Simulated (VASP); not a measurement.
# Settings for CdSe: energy along a vibration (SMASS = -2)

CdSe, Fm-3m (no. 225), atoms displaced along the mode, 2 atoms in the cell. PBE, energy along a line of displacements; PAW potentials Cd, Se (PBE set). VASP 6.6.1.

Wanted: harmonic frequency within 1 %.

Space group without the displacement: Fm-3m (no. 225); Mode: optical mode at Gamma along [111].

POSCAR of the starting run:
```
CdSe
1.0
    0.0000000000      2.8739580000      2.8739580000
    2.8739580000      0.0000000000      2.8739580000
    2.8739580000      2.8739580000      0.0000000000
Cd Se
1 1
Direct
   -0.0033157264     -0.0033157264     -0.0033157264
    0.5047198854      0.5047198854      0.5047198854

    0.0047646292   0.0047646292   0.0047646292
   -0.0067823762  -0.0067823762  -0.0067823762
```

The series start from k mesh: 5 × 5 × 5; Cutoff (eV): 360; Step along the mode (Å): 0.02; Electronic threshold (eV): 1e-7. Each series keeps the choices made before it, and each single choice may use up half of a tolerance.

## k mesh

| k mesh | Harmonic frequency (THz) | Time (s) |
|---|---|---|
| 2 × 2 × 2 | 3.998 | 42 |
| 3 × 3 × 3 | 1.824 | 61 |
| 4 × 4 × 4 | 2.726 | 76 |
| 5 × 5 × 5 | 2.28 | 159 |
| 6 × 6 × 6 | 2.434 | 188 |
| 7 × 7 × 7 (reference) | 2.512 | 392 |

Chosen: 7 × 7 × 7; the next looser run is off by more than half of the tolerance, so convergence isn't shown beyond this value.

## Cutoff (eV)

| Cutoff (eV) | Harmonic frequency (THz) | Time (s) |
|---|---|---|
| 200 | 2.251 | 107 |
| 240 | 2.601 | 179 |
| 280 | 2.528 | 188 |
| 320 | 2.518 | 204 |
| 360 | 2.512 | 392 |
| 420 (reference) | 2.513 | 319 |

Chosen: 320, the loosest value from which every tighter one stays within half of the tolerance.

## Electronic threshold (eV)

| Electronic threshold (eV) | Harmonic frequency (THz) | Time (s) |
|---|---|---|
| 0.001 | 2.515 | 153 |
| 0.0001 | 2.515 | 147 |
| 1e-5 | 2.515 | 168 |
| 1e-6 | 2.515 | 174 |
| 1e-7 | 2.515 | 235 |
| 1e-8 (reference) | 2.515 | 240 |

Chosen: 0.001.

Also changed on the way, by series that aren't shown: Step along the mode (Å): 0.04.

## All choices together

| Input | Harmonic frequency (THz) | Time (s) |
|---|---|---|
| defaults on a coarse mesh (naive) | 1.909 | 12 |
| chosen settings | 2.515 | 153 |
| reference settings throughout | 2.513 | 314 |

The chosen settings stay within the tolerance of the reference run, but the reference itself isn't shown to be converged in: k mesh.

## The input

INCAR:
```
SYSTEM = CdSe
GGA = PE
PREC = Accurate
ENCUT = 320
EDIFF = 0.001
ALGO = Normal
LREAL = .FALSE.
LASPH = .TRUE.
ISMEAR = 0
SIGMA = 0.03
ISYM = 0
LWAVE = .FALSE.
LCHARG = .FALSE.
IBRION = 0
SMASS = -2
POTIM = 1
NSW = 9
NELMIN = 4
IWAVPR = 11
KPAR = 2
```

KPOINTS:
```
Automatic mesh
0
Gamma
  7 7 7
  0 0 0
```

POSCAR:
```
CdSe
1.0
    0.0000000000      2.8739580000      2.8739580000
    2.8739580000      0.0000000000      2.8739580000
    2.8739580000      2.8739580000      0.0000000000
Cd Se
1 1
Direct
   -0.0066314528     -0.0066314528     -0.0066314528
    0.5094397708      0.5094397708      0.5094397708

    0.0095292584   0.0095292584   0.0095292584
   -0.0135647523  -0.0135647523  -0.0135647523
```

Commands:
```
cat potpaw_PBE.64/Cd/POTCAR potpaw_PBE.64/Se/POTCAR > POTCAR
mpirun -np 2 vasp_std > vasp.out
```

Limits: NELMIN = 4 forces that many electronic steps, so a loose EDIFF looks better here than it is.

The chosen input took VASP 6.6.1 153 s on 2 cores (AMD EPYC 7R43 (Zen 3)), a shared host.
